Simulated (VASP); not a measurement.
# A VASP 6.6.1 single-point calculation on SrO

INCAR

```
LCHARG = .FALSE.
SIGMA = 0.01
PREC = Accurate
LASPH = .TRUE.
LWAVE = .FALSE.
ISIF = 2
BMIX = 3
ENCUT = 520
IBRION = -1
NBANDS = 15
NSW = 0
ALGO = Normal
ISYM = 0
LREAL = .TRUE.
ISMEAR = 0
NELM = 75
EDIFF = 1E-7
METAGGA = R2SCAN
```

KPOINTS

```
KPOINTS created by Atomic Simulation Environment
0
Gamma
4 4 4
0 0 0
```

POSCAR

```
Sr O
 1.0000000000000000
     0.0000000000000000    2.5798923258751905    2.5798923258751905
     2.5798923258751905    0.0000000000000000    2.5798923258751905
     2.5798923258751905    2.5798923258751905    0.0000000000000000
 Sr  O
   1   1
Cartesian
 -0.0000000000000000 -0.0000000000000000 -0.0000000000000000
  2.5798923258751905  2.5798923258751905  2.5798923258751905
```

The recommended PBE PAW datasets give the neutral cell 16 valence electrons.

Command

```
mpirun -np 1 vasp_std
```

OSZICAR

```
N       E                     dE             d eps       ncg     rms          rms(c)
DAV:   1     0.496331597056E+02    0.49633E+02   -0.86425E+03  1080   0.107E+03
DAV:   2    -0.311335552998E+02   -0.80767E+02   -0.74625E+02  1516   0.226E+02
DAV:   3    -0.345307522846E+02   -0.33972E+01   -0.33777E+01  1428   0.416E+01
DAV:   4    -0.346003902869E+02   -0.69638E-01   -0.69620E-01  1223   0.596E+00
DAV:   5    -0.346025582570E+02   -0.21680E-02   -0.21680E-02  1364   0.801E-01    0.158E+01
DAV:   6    -0.274414068852E+02    0.71612E+01   -0.17305E+00  1711   0.902E+00    0.111E+01
DAV:   7    -0.269892134660E+02    0.45219E+00   -0.32286E+00  1129   0.139E+01    0.715E+00
DAV:   8    -0.269532013713E+02    0.36012E-01   -0.28746E-01  1101   0.495E+00    0.397E+00
DAV:   9    -0.269658058593E+02   -0.12604E-01   -0.31545E-01  1458   0.470E+00    0.219E+00
DAV:  10    -0.269312179217E+02    0.34588E-01   -0.17500E-01  1171   0.344E+00    0.908E-01
DAV:  11    -0.269483147920E+02   -0.17097E-01   -0.23286E-02  1514   0.134E+00    0.105E+00
DAV:  12    -0.269466487448E+02    0.16660E-02   -0.36766E-02  1122   0.166E+00    0.730E-01
DAV:  13    -0.269449852491E+02    0.16635E-02   -0.50131E-03  1101   0.599E-01    0.278E-01
DAV:  14    -0.269449871038E+02   -0.18547E-05   -0.94926E-04  1360   0.228E-01    0.104E-01
DAV:  15    -0.269448988062E+02    0.88298E-04   -0.33137E-04  1936   0.149E-01    0.862E-02
DAV:  16    -0.269449010620E+02   -0.22558E-05   -0.24382E-04  1080   0.131E-01    0.386E-02
DAV:  17    -0.269448682431E+02    0.32819E-04   -0.63035E-05  1276   0.694E-02    0.199E-02
DAV:  18    -0.269448692539E+02   -0.10108E-05   -0.49482E-06  1364   0.173E-02    0.146E-02
DAV:  19    -0.269448708570E+02   -0.16031E-05   -0.50323E-07  1524   0.654E-03    0.714E-03
DAV:  20    -0.269448718720E+02   -0.10150E-05   -0.42248E-07  1507   0.615E-03    0.516E-03
DAV:  21    -0.269448715615E+02    0.31046E-06   -0.44547E-07  1136   0.567E-03    0.957E-04
DAV:  22    -0.269448715192E+02    0.42322E-07   -0.64530E-08   610   0.210E-03
   1 F= -.26944872E+02 E0= -.26944872E+02  d E =-.308611E-46
```

Standard output (part)

```
POSCAR found type information on POSCAR SrO
 POSCAR found :  2 types and       2 ions
|     You have a (more or less) 'small supercell' and for smaller cells       |
|     it is recommended to use the reciprocal-space projection scheme!        |
|     The real-space optimization is not efficient for small cells and it     |
|     is also less accurate ...                                               |
|     Therefore, set LREAL=.FALSE. in the INCAR file.                         |
|     The real-space projection scheme for the treatment of the non-local     |
|     real-space optimization of all non-local projectors! BE WARNED that     |
|     a calculation using the real-space projection scheme together with      |
|     non-local projectors which were not real-space optimized (according     |
|     to the plane-wave cutoff used in this calculation) might give more      |
|     or less inaccurate results. I hope you know what you are doing.         |
 LDA part: xc-table for (None), standard interpolation
 POSCAR, INCAR and KPOINTS ok, starting setup
 WAVECAR not read
 entering main loop
```

From OUTCAR

```
k-points           NKPTS =     36   k-points in BZ     NKDIM =     36   number of bands    NBANDS=     15

   NELECT =      16.0000    total number of electrons

   dimension x,y,z NGX =    28 NGY =   28 NGZ =   28
   dimension x,y,z NGXF=    56 NGYF=   56 NGZF=   56

  energy-cutoff  :      520.00
  volume of cell :       34.34
      direct lattice vectors                 reciprocal lattice vectors
     0.000000000  2.579892326  2.579892326    -0.193806538  0.193806538  0.193806538
     2.579892326  0.000000000  2.579892326     0.193806538 -0.193806538  0.193806538
     2.579892326  2.579892326  0.000000000     0.193806538  0.193806538 -0.193806538

 k-points in reciprocal lattice and weights: KPOINTS created by Atomic Simulation Env
   0.00000000  0.00000000  0.00000000       0.016
   0.25000000  0.00000000  0.00000000       0.031
   0.00000000  0.25000000  0.00000000       0.031
   0.00000000  0.00000000  0.25000000       0.031
   0.25000000  0.25000000  0.25000000       0.031
   0.50000000  0.00000000  0.00000000       0.016
   0.00000000  0.50000000  0.00000000       0.016
   0.00000000  0.00000000  0.50000000       0.016
   ...

 E-fermi :   1.4081

 k-point     1 :       0.0000    0.0000    0.0000
  band No.  band energies     occupation
      1     -32.2134      2.00000
      2     -14.7025      2.00000
      3     -13.2490      2.00000
      4     -13.2490      2.00000
      5     -13.2490      2.00000
      6       1.3087      2.00000
      7       1.3087      2.00000
      8       1.3087      2.00000
      9       5.8802      0.00000
     10       8.0474      0.00000
     11       8.0474      0.00000
     12       8.0474      0.00000
     13      10.3443      0.00000
     14      10.3443      0.00000
     15      14.5401      0.00000

 k-point     2 :       0.2500    0.0000    0.0000
  band No.  band energies     occupation
      1     -32.1473      2.00000
      2     -15.5049      2.00000
      3     -13.2869      2.00000
      4     -13.2869      2.00000
      5     -12.6085      2.00000
      6       0.0863      2.00000
      7       0.7038      2.00000
      8       0.7038      2.00000
      9       7.8015      0.00000
     10       8.1012      0.00000
     11       9.1939      0.00000
     12       9.1939      0.00000
     13      11.7736      0.00000
     14      11.7736      0.00000
     15      17.5603      0.00000

 k-point     3 :       0.0000    0.2500    0.0000
  band No.  band energies     occupation
      1     -32.1473      2.00000
      2     -15.5049      2.00000
      3     -13.2869      2.00000
      4     -13.2869      2.00000
      5     -12.6085      2.00000
      6       0.0863      2.00000
      7       0.7038      2.00000
      8       0.7038      2.00000
      9       7.8015      0.00000
     10       8.1012      0.00000
     11       9.1939      0.00000
     12       9.1939      0.00000
     13      11.7736      0.00000
     14      11.7736      0.00000
     15      17.5603      0.00000

 ...

  Total       -2.1209873     -2.1209865     -2.1209880      0.0000026      0.0000028      0.0000015
  in kB      -98.9495726    -98.9495315    -98.9496010      0.0001195      0.0001307      0.0000684
  external PRESSURE =     -98.9495683 kB  Pullay stress =       0.0000000 kB

 POSITION                                       TOTAL-FORCE (eV/Angst)
 -----------------------------------------------------------------------------------
      0.00000      0.00000      0.00000        -0.000000      0.000000     -0.000000
      2.57989      2.57989      2.57989         0.000000     -0.000000      0.000000
 -----------------------------------------------------------------------------------
    total drift:                                0.000000     -0.000000      0.000000

  FREE ENERGIE OF THE ION-ELECTRON SYSTEM (eV)
  ---------------------------------------------------
  free  energy   TOTEN  =       -26.9448715192 eV

  energy  without entropy=      -26.9448715192  energy(sigma->0) =      -26.94487152
```

It converged. Results: gap between bands v and c on the k mesh 3.73 eV; least direct gap on the k mesh 3.83 eV; pressure -9.9 GPa. Band v is the last that the valence electrons fill when counted band by band, and c is the next.

These settings aren't sound, so the numbers aren't properties of the crystal.

On sound settings r²SCAN gives a gap of 3.75 eV on its mesh and a pressure of 0.5 GPa for the intended cell.

The run took about 1.7 min on one core of a shared host (Intel Xeon Platinum 8488C) and held 0.16 GiB at most.
